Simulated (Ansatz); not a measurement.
Wires are cut from relaxed bulk TiAl (Pm-3m, 16.17 Å³/atom, gap on the mesh 0.00 eV); atoms and period are relaxed, and energies count from that bulk.

All numbers below come from Ansatz 0.2.0, DFT PBE, scalar-relativistic, plane waves, PAW.

Cutoff 420 eV, Gaussian smearing of 0.05 eV, energies at zero smearing, symmetry of each start kept, no spin polarisation.

```
                              start atoms k mesh excess energy (eV per host atom) line energy (eV/Å) period (Å) gap on the mesh (eV)
[110] wire, 10 host atoms a period*     10  1×1×12                             0.841               3.047       2.760                     0
 [110] wire, 18 host atoms a period     18  1×1×12                             0.754               3.049       4.450                     0
```

* ends far from its start.

Each run keeps its start's symmetry and one magnetic start, so lower states can exist.

Cost: 2 runs of about 32 core-minutes in all, on Intel Xeon 6975P-C (Granite Rapids) (shared hosts).